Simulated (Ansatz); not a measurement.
# W2C: equation of state with LDA

W2C:

```
W C
1.0
     3.07005    0.00000    0.00000
    -1.53502    2.65874    0.00000
     0.00000    0.00000    4.67843
W C
2 1
Direct
  0.66667 0.33333 0.25367
  0.33333 0.66667 0.74633
  0.00000 0.00000 0.00000
```

The cell comes from a database or a generator and needn't be the stable form of this composition.

* Program: Ansatz 0.2.0
* Task: equation of state
* Functional: LDA
* Potentials or basis: Ansatz PAW
* Cutoff: 420 eV
* Density cutoff: 1680 eV
* k mesh: 10 × 10 × 6
* Occupations: fermi-dirac, width 0.05 eV
* Spin: no spin polarisation

```
Equilibrium volume                        : 12.16 Å³/atom
Bulk modulus at fixed shape and positions : 372 GPa
Pressure derivative of the bulk modulus   : 4.4
```

Energy against volume, from the lowest point:
```csv
volume (Å³/atom),energy (meV/atom)
11.965,3.30
12.220,0.00
12.475,8.77
12.729,28.28
12.984,57.44
13.238,95.21
13.493,140.70
```

All runs of the series together: 16 s on 2 threads of Arm Neoverse V1 (shared host).

Caveat: the cell was scaled at fixed shape and fractional positions, which overstates the stiffness of a crystal with free parameters, most of all of layers and chains. The run has no spin-orbit coupling, so splittings on W are missing.
